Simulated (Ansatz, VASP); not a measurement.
# Two plane-wave programs on SnO2

```
CELL_PARAMETERS angstrom
1.55190 0.89599 4.52797
-1.55190 0.89599 4.52797
0.00000 -1.79198 4.52797
ATOMIC_POSITIONS crystal
Sn 0.50000 0.50000 0.50000
O 0.24144 0.24144 0.24144
O 0.75856 0.75856 0.75856
```

Alike in both runs: task single point; functional PBEsol; k mesh 12 × 12 × 12; occupations gaussian, width 0.05 eV; no spin polarisation.

```csv
,VASP,Ansatz
version,VASP 6.6.1,Ansatz 0.2.0
potentials or method,"VASP PAW PBE potentials, release 64 (Sn_d, O)","scalar-relativistic, plane waves, PAW"
plane-wave cutoff (eV),520,520
valence electrons in the cell,26,26
```

```csv
,VASP,Ansatz,Ansatz less VASP
gap on the k mesh at the Fermi level (eV),2.48,2.50,+0.019
least direct gap on the mesh (eV),2.61,2.62,+0.013
pressure (GPa),13.2,12.3,-0.96
largest component of the traceless stress (GPa),8.57,8.03,-0.540
rms of the force components (eV/Å),0.224,0.188,-0.0366
```

Atom by atom the forces differ by 0.037 eV/Å (rms over components). Ansatz warned: «pseudo_functional_mismatch».

Caveats: the PAW data sets were made with another functional, which shifts forces and pressure a little (VASP); spin-orbit coupling is left out, which moves the levels of the heavy elements. A k mesh can miss the band edges. Expect the measured gap to be larger: semilocal functionals such as PBEsol lack the derivative discontinuity.
